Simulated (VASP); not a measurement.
# Rh (Fm-3m) in VASP: further runs

One crystal, Rh, is run at these levels: LDA; tasks: relaxation of cell and atoms, electrostatic potential.

All numbers are computed with VASP 6.6.1; they aren't measurements. Logs are shortened: lines on timing, memory, paths and dates and some standing lists are left out, and cuts for length are marked.

### Step 1. The structure

The structure is cubic, space group Fm-3m (No. 225). The conventional cell has a = 3.780 Å, b = 3.780 Å, c = 3.780 Å, α = 90.00°, β = 90.00°, γ = 90.00°. Rh (site symmetry m-3m) has 12 Rh at 2.67 Å as nearest neighbours.

The cell was built by a generator and needn't be a form met in nature.

### Step 2. Relaxation of cell and atoms, LDA

The input, INCAR:

```
SYSTEM = Rh
  PREC = Accurate
  ENCUT = 600
  EDIFF = 1E-6
  ISMEAR = 1
  SIGMA = 0.1
  LREAL = .False.
  LASPH = .True.
  NELM = 120
  ALGO = Normal
  ISIF = 3
  LWAVE = .False.
  LCHARG = .False.
  IBRION = 2
  NSW = 40
  EDIFFG = -0.005
```

The input, KPOINTS:

```
Automatic mesh
0
Gamma
  18 18 18
  0 0 0
```

The input, POSCAR:

```
Rh
1.0
    0.0000000000      1.8900000000      1.8900000000
    1.8900000000      0.0000000000      1.8900000000
    1.8900000000      1.8900000000      0.0000000000
Rh
1
Direct
    0.0000000000      0.0000000000      0.0000000000
```

Potentials or basis: VASP PAW LDA potentials, release 64 (Rh_pv).

Launch:

```bash
$ cat potpaw_LDA.64/Rh_pv/POTCAR > POTCAR
$ mpirun -np 1 vasp_std > vasp.out
```

OUTCAR:

```text
SYSTEM = Rh
   PREC = Accurate
   ENCUT = 600
   EDIFF = 1E-6
   ISMEAR = 1
   LREAL = .False.
   LASPH = .True.
   NELM = 120
   ISIF = 3
   IBRION = 2
   NSW = 40
   EDIFFG = -0.005

 ion  position               nearest neighbor table
   1  0.000  0.000  0.000-

  LATTYP: Found a face centered cubic cell.
 ALAT       =     3.7800000000

  Lattice vectors:

 A1 = (   0.0000000000,   1.8900000000,   1.8900000000)
 A2 = (   1.8900000000,   0.0000000000,   1.8900000000)
 A3 = (   1.8900000000,   1.8900000000,   0.0000000000)

Analysis of symmetry for initial positions (statically):
=====================================================================
 Subroutine PRICEL returns:
 Original cell was already a primitive cell.

 Routine SETGRP: Setting up the symmetry group for a
 face centered cubic supercell.

 Subroutine GETGRP returns: Found 48 space group operations
 (whereof 48 operations were pure point group operations)
 out of a pool of 48 trial point group operations.

The static configuration has the point symmetry O_h .

Analysis of symmetry for dynamics (positions and initial velocities):
=====================================================================
 Subroutine PRICEL returns:
 Original cell was already a primitive cell.

 Routine SETGRP: Setting up the symmetry group for a
 face centered cubic supercell.

 Subroutine GETGRP returns: Found 48 space group operations
 (whereof 48 operations were pure point group operations)
 out of a pool of 48 trial point group operations.

The dynamic configuration has the point symmetry O_h .

 Subroutine INISYM returns: Found 48 space group operations
 (whereof 48 operations are pure point group operations),
 and found     1 'primitive' translations

----------------------------------------------------------------------------------------

                                     Primitive cell

  volume of cell :      13.5025

  direct lattice vectors                    reciprocal lattice vectors
     0.000000000  1.890000000  1.890000000    -0.264550265  0.264550265  0.264550265
     1.890000000  0.000000000  1.890000000     0.264550265 -0.264550265  0.264550265
     1.890000000  1.890000000  0.000000000     0.264550265  0.264550265 -0.264550265

  length of vectors
     2.672863633  2.672863633  2.672863633     0.458214499  0.458214499  0.458214499

  position of ions in fractional coordinates (direct lattice)
[... 99 lines left out ...]
  Fermi-wavevector in a.u.,A,eV,Ry     =   1.695509  3.204048 39.113361  2.874751
  Thomas-Fermi vector in A             =   2.776540
   LORBIT       =      0    0 simple, 1 ext, 2 COOP (PROOUT), +10 PAW based schemes
   GGA     = CA    functional components
   LHFCALC =     F    Hartree Fock is set to
   AEXX    =    0.0000 exact exchange contribution
   IVDW    =     0    specifies the selected vdW correction
   LEPSILON=     F    determine dielectric tensor
   LRPA    =     F    only Hartree local field effects (RPA)
 conjugate gradient relaxation of ions
 non-spin polarized calculation
 Methfessel and Paxton  Order N= 1 SIGMA  =   0.10
  energy-cutoff  :      600.00
  volume of cell :       13.50
 maximum number of plane-waves:       465
 NGX is ok and might be reduce to    24
   NGX = 11   NGY = 11   NGZ = 11

--------------------------------------- Ionic step        1  -------------------------------------------

 number of electron      15.0000002 magnetization

 Free energy of the ion-electron system (eV)
  ---------------------------------------------------
  ext. energy  EPLUGINS =         0.00000000
  ---------------------------------------------------
  free energy    TOTEN  =        -8.67951061 eV

  energy without entropy =       -8.67941402  energy(sigma->0) =       -8.67947842

------------------------ aborting loop because EDIFF is reached ----------------------------------------

  FORCE on cell =-STRESS in cart. coord.  units (eV):
  Direction    XX          YY          ZZ          XY          YZ          ZX
  --------------------------------------------------------------------------------------
  -------------------------------------------------------------------------------------
  Total       -0.4760347     -0.4760347     -0.4760347      0.0000000     -0.0000000      0.0000000
  in kB      -56.4850860    -56.4850860    -56.4850860      0.0000000     -0.0000000      0.0000000
  external PRESSURE =     -56.4850860 kB  Pullay stress =       0.0000000 kB
[... 92 lines left out ...]
--------------------------------------- Ionic step        4  -------------------------------------------

 number of electron      15.0000001 magnetization

 Free energy of the ion-electron system (eV)
  ---------------------------------------------------
  ext. energy  EPLUGINS =         0.00000000
  ---------------------------------------------------
  free energy    TOTEN  =        -8.68397052 eV

  energy without entropy =       -8.68391057  energy(sigma->0) =       -8.68395054

 E-fermi :  12.4146     XC(G=0): -14.5876

 val. band max:       12.4105279334   @ k =  -0.4444   0.3333   0.1667
 cond. band min:      12.4159439459   @ k =   0.5000   0.3889   0.0556
 fundamental gap:      0.0054160125
 Fermi energy:        12.4146404869

 k-point     1 :       0.0000    0.0000    0.0000
  band No.  band energies     occupation
      1     -33.8325      2.00000
      2     -33.8325      2.00000
      3     -33.8325      2.00000
      4       4.1000      2.00000
      5       9.1080      2.00000
      6       9.1080      2.00000
      7       9.1080      2.00000
      8      11.3588      2.00000
      9      11.3588      2.00000
     10      28.3159      0.00000
     11      32.6392      0.00000
[... 309 lines left out ...]
 k-point    24 :      -0.2222    0.0556    0.0000
  band No.  band energies     occupation
      1     -34.2421      2.00000
      2     -33.9155      2.00000
      3     -33.8787      2.00000
      4       5.9703      2.00000
      5       8.7570      2.00000
      6       9.5293      2.00000
      7       9.5829      2.00000
      8      11.1394      2.00000
      9      11.8700      2.00000
     10      28.0804      0.00000
     11      30.2245      0.00000

 [... further k-points ...]

------------------------ aborting loop because EDIFF is reached ----------------------------------------

  FORCE on cell =-STRESS in cart. coord.  units (eV):
  Direction    XX          YY          ZZ          XY          YZ          ZX
  --------------------------------------------------------------------------------------
  -------------------------------------------------------------------------------------
  Total        0.0032535      0.0032535      0.0032535      0.0000000     -0.0000000      0.0000000
  in kB        0.3933214      0.3933214      0.3933214      0.0000000     -0.0000000      0.0000000
  external PRESSURE =       0.3933214 kB  Pullay stress =       0.0000000 kB
[... 16 lines left out ...]
  FREE ENERGIE OF THE ION-ELECTRON SYSTEM (eV)
  ---------------------------------------------------
  free  energy   TOTEN  =        -8.6839705194 eV

  energy  without entropy=       -8.6839105685  energy(sigma->0) =       -8.68395054

 reached required accuracy - stopping structural energy minimisation
```

CONTCAR:

```text
Rh
   1.00000000000000
    -0.0000000000000000    1.8782858486423417    1.8782858486423417
     1.8782858486423417   -0.0000000000000000    1.8782858486423417
     1.8782858486423417    1.8782858486423417    0.0000000000000000
  Rh
     1
Direct
     1.0000000000000000    1.0000000000000000    1.0000000000000000

  0.00000000E+00  0.00000000E+00  0.00000000E+00
```

Wall time 23 s (1 thread of Intel Xeon 6975P-C (Granite Rapids), shared host); peak memory 0.16 GiB.

Results:

```yaml
Free_energy: -8.6840 eV
Relaxed_volume: 13.25 Å³/atom
Relaxed_cell: a = 2.656 Å, b = 2.656 Å, c = 2.656 Å, α = 60.00°, β = 60.00°, γ = 60.00°
Space_group_after_relaxing_to_0.05_Å: Fm-3m (No. 225)
Energy_gained_by_relaxing: 4.5 meV/atom
Ionic_steps: 4
Pressure_after_relaxing: 0.0 GPa
Band_gap_on_the_k_mesh: none (metal or under the smearing width)
```

Step by step:
```tsv
step	energy change (eV)	largest force (eV/Å)	pressure (GPa)	volume (Å³)
1	0.0000	0.0000	-5.65	13.50
2	0.0317	0.0000	18.57	12.59
3	-0.0045	0.0000	-0.13	13.26
4	-0.0045	0.0000	0.04	13.25
```

Final structure:
```
CELL_PARAMETERS angstrom
0.00000 1.87829 1.87829
1.87829 0.00000 1.87829
1.87829 1.87829 0.00000
ATOMIC_POSITIONS crystal
Rh 0.00000 0.00000 0.00000
```

Levels at points of the mesh, in eV from the Fermi level:
| k point | band 3 | band 4 | band 5 | band 6 | band 7 | band 8 | band 9 | band 10 | band 11 |
| --- | --- | --- | --- | --- | --- | --- | --- | --- | --- |
| (0.00, 0.00, 0.00) | -46.25 | -8.31 | -3.31 | -3.31 | -3.31 | -1.06 | -1.06 | 15.90 | 20.22 |
| (0.50, 0.00, 0.00) | -46.36 | -6.50 | -3.38 | -3.38 | 0.61 | 0.61 | 0.64 | 8.96 | 15.43 |
| (0.50, 0.50, 0.00) | -46.56 | -6.71 | -6.34 | 0.59 | 1.04 | 1.04 | 3.24 | 12.71 | 13.41 |

### Step 3. Electrostatic potential, LDA

This run uses another cell than the first one, of 13.25 Å³/atom, 0.982 times its volume.

The input, INCAR:

```
ALGO = Normal
EDIFF = 1E-6
ENCUT = 520
ISIF = 2
ISMEAR = 1
LASPH = True
LCHARG = True
LREAL = False
LVHAR = True
LWAVE = False
NELM = 80
PREC = Accurate
SIGMA = 0.1
```

The input, KPOINTS:

```
k-points
0
Gamma
  18 18 18
```

The input, POSCAR:

```
Rh                                      
1.0
   -0.0000000000      1.8782858486      1.8782858486
    1.8782858486     -0.0000000000      1.8782858486
    1.8782858486      1.8782858486      0.0000000000
  Rh            
     1
Direct
     1.0000000000000000    1.0000000000000000    1.0000000000000000
```

Potentials or basis: VASP PAW LDA potentials, release 64 (Rh_pv).

Launch:

```bash
$ cat potpaw_LDA.64/Rh_pv/POTCAR > POTCAR
$ mpirun -np 1 vasp_std > vasp.out
```

Wall time 8.7 s (1 thread of Intel Xeon 6975P-C (Granite Rapids), shared host); peak memory 0.13 GiB.

It converged, with:

| Item | Value |
| --- | --- |
| Free energy | -8.6838 eV |
| Pressure | 0.1 GPa |
| Band gap on the k mesh | none (metal or under the smearing width) |

Levels at points of the mesh, in eV from the Fermi level:
| k point | band 3 | band 4 | band 5 | band 6 | band 7 | band 8 | band 9 | band 10 | band 11 |
| --- | --- | --- | --- | --- | --- | --- | --- | --- | --- |
| (0.00, 0.00, 0.00) | -46.25 | -8.31 | -3.31 | -3.31 | -3.31 | -1.06 | -1.06 | 15.90 | 20.23 |
| (0.50, 0.00, 0.00) | -46.36 | -6.50 | -3.38 | -3.38 | 0.61 | 0.61 | 0.64 | 8.96 | 15.43 |
| (0.50, 0.50, 0.00) | -46.56 | -6.71 | -6.34 | 0.59 | 1.04 | 1.04 | 3.24 | 12.71 | 13.41 |
